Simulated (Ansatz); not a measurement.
# W: relaxing cell and atoms and phonons, part 2 of 2

Aim: for W, 2 runs in a chain (relaxing cell and atoms and phonons).

Ansatz 0.2.0; DFT LDA, scalar-relativistic, plane waves, PAW.

### 3 Phonons

It takes the final geometry of step 2.

File input.yaml:

```yaml
crystal:
  lattice:
    - [-1.5675126519, 1.5675126519, 1.5675126519]
    - [1.5675126519, -1.5675126519, 1.5675126519]
    - [1.5675126519, 1.5675126519, -1.5675126519]
  atoms:
    - { symbol: W, position: [0.0, 0.0, 0.0] }
scf:
  occupations: { method: gaussian, width: 0.1 }
output: {}
hamiltonian:
  xc: lda
phonons:
  thermal_expansion: {}
  temperatures: { t_max: 1900.0, t_step: 50.0 }
  method: dfpt
  qmesh: [4, 4, 4]
kpoints:
  mp_grid: { grid: [24, 24, 24] }
```

Command:

```
$ ansatz run input.yaml --threads 8 --pin off --max-ram 24576MiB --backend cpu --events-out ev --progress --plain --runs-dir out
```

Standard output:

```text
Warning: RAYON_NUM_THREADS=8 ignored (pool sized by the plan → 8); use --threads N
Engine: ansatz 0.2.0, x86_64-unknown-linux-gnu
Pseudopotentials: kind: paw
Pseudopotential: W, paw, valence charge 14, recommended cutoff 420 eV (normal), W.paw.azcp
Functional definition: SPW92
  exchange = slater_x
  correlation = pw_c
Crystal: 1 atoms, lattice volume = 15.406 Å³
Basis set: ecut = 487.2 eV, 369 PW (Γ), exchange–correlation on 40×40×40 points (8 copies of the dense FFT grid, shifted against one another)
Bands: 11, of which v1, the nominal top of the filled ones, is band 7 counted from 1 (6 counted from 0)
Symmetry: 48 space group operations
Space group: Im-3m (ITA 229), of the structure as read, at distance tolerance 2.5e-5 Å
k-points: 413 of 13824
Non-local potential: W, projectors of the file, l = 0: 3, l = 1: 2, l = 2: 2, l = 3: 1
PAW form: soft (Blöchl's): semilocal exchange-correlation on the pseudo side does not see the compensation charge
PAW frozen core: W, regenerated for the run's functional, and the local potential with it (the file was generated under x = pbe(κ = 0.804, μ = 0.2195149727645171), c = pbe(β = 0.06672455060314922))
PAW one-centre angular grid: W, 590 points (default); XC on 64 Gauss nodes
Initial density: superposition of atomic densities (neutral atoms: chi_scale 0, normalization atom), corrected by the library's trained network
Initial wavefunctions: pseudopotential atomic-orbital guess
Functional: x = slater, c = lda
SCF iter   1: F=—  HF=-10129.850571 eV  |F-HF|=—  |Δ(HF+E_count)|=         —  Δρ=4.86e-3  dr2=2.49e-3  ethr=1.77e-3  ⟨swp⟩=5.0  Hψ=24315  notcnv=0
preconditioner: auto → none  [metal: Δε(μ)=0.022 eV  Ē_g=9.285 eV  σ=0.100 eV  W_gap=0.12  n_scr=0 (ndim 8)  ℏωp=23.2 eV  f_vac=0.000  D(μ)=0.38/eV (n_scr^D=0)]
SCF iter   2: F=—  HF=-10129.849546 eV  |F-HF|=—  |Δ(HF+E_count)|=   1.03e-3  Δρ=2.07e-3  dr2=2.44e-4  ethr=1.78e-5  ⟨swp⟩=1.8  Hψ=8538  notcnv=0
SCF iter   3: F=—  HF=-10129.849557 eV  |F-HF|=—  |Δ(HF+E_count)|=   1.11e-5  Δρ=5.30e-4  dr2=1.05e-5  ethr=1.74e-6  ⟨swp⟩=2.1  Hψ=5437  notcnv=0
SCF iter   4: F=—  HF=-10129.849559 eV  |F-HF|=—  |Δ(HF+E_count)|=   2.06e-6  Δρ=3.97e-5  dr2=1.84e-7  ethr=7.52e-8  ⟨swp⟩=2.1  Hψ=6480  notcnv=0
SCF iter   5: F=—  HF=-10129.849559 eV  |F-HF|=—  |Δ(HF+E_count)|=   1.42e-7  Δρ=3.68e-6  dr2=1.42e-9  ethr=1.31e-9  ⟨swp⟩=2.0  Hψ=6926  notcnv=0
SCF iter   6: F=-10129.849559 eV  HF=-10129.849559 eV  |F-HF|=1.09e-11  |Δ(HF+E_count)|=  5.78e-10  Δρ=2.10e-7  dr2=2.71e-12  ethr=1.00e-12  ⟨swp⟩=4.9  Hψ=22332  notcnv=0
SCF 1 converged in 6 iterations: F = -10129.849559 eV  dr2 = 2.71e-12
relax step   1: F+E_penalty+E_count = -10129.84955898 eV  Δ(F+E_penalty+E_count) = +0.000e0 eV  max|allowed force component| = 0.000e0 eV/Å  Δτ_max = 0.0000 Å  (6 SCF iters, accepted)
NSCF: frozen V_eff on 413 k-points
the band table was solved once a step of the walk had ended and its energy, with any forces and stress, was formed, with the checks that follow a solve (29092 applications of the Hamiltonian). They found nothing against the state; the energy, forces and stress were not computed again (output.eigenvalues in the input reference)
SCF converged after 6 iterations
Free energy (F): -10129.849559 eV
Harris-Foulkes:  -10129.849559 eV  (|F-HF|=1.09e-11)
Internal energy: -10129.847637 eV  (E = F + TS)
E sigma→0 (E₀):  -10129.848598 eV
Entropy (-TS):   -0.001922 eV (-1.922 meV/atom)
Fermi energy:    23.070360 eV
--- Per-component energies (eV) ---
  E_band       = -76.160162
  E_kinetic    = 452.088761
  E_local      = -585.504406  (includes V_loc(G=0)·N_el)
  E_nonlocal   = 6.348040
  E_hartree    = 210.456096
  E_xc         = -265.667838
  E_vxc        = -239.738309  (∫ρ·V_xc dr)
  E_paw        = -8309.727507  (= ΣΔE_a)
  E_vpaw       = -130.266422  (= ΣTr[D̂ρ^β])
  E_aug_tail   = -0.000058  (compensation charges beyond the density's cutoff)
  E_ewald      = -1638.123877
  E_core_change = 0.283153  (= ΣΔE_core)
  E_smearing   = -0.001922  (= −TS)
  E_closure    = -0.000000  (closes the sum)
  Σ components = -10129.849559   (vs F -10129.849559, Δ=0.00e0)
--- Forces (eV/Å), atoms counted from 1 ---
  atom   1  W      0.00000000    -0.00000000     0.00000000
  max |Σ_I F_I| component: 5.34e-32 eV/Å
--- Stress (GPa, compression-positive) ---
       -0.008052      -0.000000       0.000000
       -0.000000      -0.008052       0.000000
       -0.000000       0.000000      -0.008052
  P = ⅓ Tr σ = -0.0081 GPa (-0.081 kbar)
--- Band table (eV; the first three rows and the last of 413) ---
  k-point 0: bands = ["-51.0684", "-14.6027", "-14.6027", "-14.6027", "13.2553", "21.6862", "21.6862", "21.6862", "25.2470", "25.2470", "37.6750"]
  k-point 1: bands = ["-51.0658", "-14.6291", "-14.6108", "-14.6028", "13.3434", "21.6326", "21.6759", "21.7712", "25.1575", "25.2477", "37.7512"]
  k-point 2: bands = ["-51.0582", "-14.7062", "-14.6347", "-14.6033", "13.6019", "21.4792", "21.6356", "22.0245", "24.9351", "25.2522", "37.9613"]
  k-point 412: bands = ["-50.8007", "-15.5950", "-15.5950", "-15.5950", "16.9263", "16.9263", "28.3451", "28.3451", "28.3451", "31.5562", "31.5562"]
── thermal expansion: 3 new cells, 3 in all ──
thermal expansion: relaxation of cell 2
thermal expansion: relaxation of cell 3
── thermal expansion: 2 new cells, 5 in all ──
thermal expansion: relaxation of cell 4
thermal expansion: lower-state search of cell 4
thermal expansion: electrons of cell 4
thermal expansion: phonons of cell 4
WARN: thermal expansion, phonons of cell 4: eigensolver did not converge (k=83): 1 band(s) unlocked after 20 sweeps at ethr=1.00e-12 eV (lowest unlocked band 10, counted from 0; max residual 1.02e-5 eV among the unlocked bands, 1.02e-5 eV over every band)
thermal expansion: relaxation of cell 5
thermal expansion: electrons of cell 1
thermal expansion: electrons of cell 2
thermal expansion: electrons of cell 3
thermal expansion: electrons of cell 5
thermal expansion: phonons of cell 5
WARN: thermal expansion, phonons of cell 5: eigensolver did not converge (k=83): 1 band(s) unlocked after 20 sweeps at ethr=1.00e-12 eV (lowest unlocked band 10, counted from 0; max residual 1.06e-5 eV among the unlocked bands, 1.06e-5 eV over every band)
── thermal expansion: 5 new cells, 10 in all ──
thermal expansion: relaxation of cell 6
thermal expansion: relaxation of cell 7
thermal expansion: relaxation of cell 8
thermal expansion: relaxation of cell 9
thermal expansion: relaxation of cell 10
thermal expansion: electrons of cell 6
thermal expansion: electrons of cell 7
thermal expansion: electrons of cell 8
thermal expansion: electrons of cell 9
thermal expansion: electrons of cell 10
thermal expansion: phonons of cell 6
WARN: thermal expansion, phonons of cell 6: eigensolver did not converge (k=83): 1 band(s) unlocked after 20 sweeps at ethr=1.00e-12 eV (lowest unlocked band 10, counted from 0; max residual 1.27e-5 eV among the unlocked bands, 1.27e-5 eV over every band)
thermal expansion: phonons of cell 7
WARN: thermal expansion, phonons of cell 7: eigensolver did not converge (k=72): 1 band(s) unlocked after 20 sweeps at ethr=1.00e-12 eV (lowest unlocked band 10, counted from 0; max residual 1.03e-4 eV among the unlocked bands, 1.03e-4 eV over every band)
WARN: thermal expansion: eigensolver_not_converged in the phonons of 4 cells: 4, 5, 6, 7
--- Relaxed structure (1 steps of the walk, 1 accepted, 0 SCFs on fresh bases) ---
  F+E_penalty+E_count = -10129.84955898 eV   max|allowed force component| = 0.000e0 eV/Å
  atoms:
    - { symbol: W, position: [0.0, 0.0, 0.0] }
--- Thermal expansion: 10 cells in 3 rounds, 0 GPa ---
  no lower state was reached at cell 4
  without vibrations: a 2.71499, b 2.71499, c 2.71499 Å, V 15.4058 Å³, B 334.95 GPa
  at 0 K: a 2.71645, b 2.71645, c 2.71645 Å, V 15.4306 Å³, B 333.23 GPa
  zero-point expansion: a +0.054, b +0.054, c +0.054, V +0.161 %
      T/K        a/Å        b/Å        c/Å       V/Å³ | expansion of a, b, c, V (1e-6/K)   | that of V in the mean from 25 °C | C_P, C_V (J/mol K of the cell) | B_T, B_S (GPa)
     0.00    2.71645    2.71645    2.71645    15.4306 |    0.00    0.00    0.00    0.00 |    8.82 |     0.000     0.000 |   333.23   333.23
   200.00    2.71772    2.71772    2.71772    15.4523 |    3.99    3.99    3.99   11.97 |   12.50 |    22.530    22.442 |   330.29   331.59
   298.15    2.71883    2.71883    2.71883    15.4713 |    4.30    4.30    4.30   12.90 |       - |    24.146    23.994 |   328.11   330.19
   350.00    2.71945    2.71945    2.71945    15.4817 |    4.39    4.39    4.39   13.16 |   13.04 |    24.580    24.395 |   326.94   329.41
   550.00    2.72189    2.72189    2.72189    15.5235 |    4.58    4.58    4.58   13.73 |   13.41 |    25.496    25.183 |   322.33   326.33
   750.00    2.72442    2.72442    2.72442    15.5668 |    4.70    4.70    4.70   14.10 |   13.66 |    26.048    25.604 |   317.62   323.13
   950.00    2.72701    2.72701    2.72701    15.6113 |    4.81    4.81    4.81   14.44 |   13.89 |    26.511    25.928 |   312.82   319.86
  1150.00    2.72967    2.72967    2.72967    15.6570 |    4.93    4.93    4.93   14.78 |   14.09 |    26.947    26.218 |   307.93   316.50
  1350.00    2.73239    2.73239    2.73239    15.7039 |    5.05    5.05    5.05   15.14 |   14.30 |    27.382    26.496 |   302.95   313.08
  1550.00    2.73518    2.73518    2.73518    15.7521 |    5.17    5.17    5.17   15.51 |   14.50 |    27.828    26.774 |   297.86   309.58
  1750.00    2.73805    2.73805    2.73805    15.8016 |    5.30    5.30    5.30   15.91 |   14.71 |    28.296    27.063 |   292.68   306.01
  1900.00    2.74025    2.74025    2.74025    15.8398 |    5.41    5.41    5.41   16.23 |   14.87 |    28.669    27.291 |   288.71   303.29
  the static fit leaves 0.000 meV an atom of the energies and, of the stresses, 0.001 GPa of each cell's largest along a strain (root mean squares over the cells), whose Pulay part it has at -0.007 GPa
  vibrations' free energy: its fit passes through its cells
  the electrons' free energy at temperature is in it; its fit leaves 0.0039 meV an atom at the most
  free energies summed between the sampled wave vectors
  estimated error of the fitted expansion in any direction: up to 0.011e-6/K, at 1900 K, with few degrees of freedom (an estimate, not a bound: it was exceeded on models of known expansion)
  by sums over the sampled wave vectors an expansion of the volume parts by up to 0.18e-6/K
  by a static energy of one degree less an expansion of the volume parts by up to 0.02e-6/K
  eigensolver_not_converged in the phonons of 4 cells: 4, 5, 6, 7
```

It took 11 min on 8 threads of AMD EPYC 7R13 (Zen 3), shared host; peak memory 6.3 GiB.

### 4 The runs side by side

This closing draws on all 2 parts.

```
step  volume (Å³/atom)  pressure (GPa)  energy (eV)  gap on the mesh (eV)   time
   2             15.41             0.0   -10129.848                  0.00  4.1 s
```

| quantity | value |
| --- | --- |
| relaxed cell, step 2 (conventional) | a = 3.135 Å, b = 3.135 Å, c = 3.135 Å, α = 90.00°, β = 90.00°, γ = 90.00° |

In words: A measured lattice constant a of W is 3.16519 Å (297.95 K; powder; a printed reference work, monograph, original work of 1987); the calculated 3.135 Å misses it by -1.0 %. That is the cell relaxed with LDA, without thermal expansion or zero-point motion. The runs treat W without spin-orbit coupling.
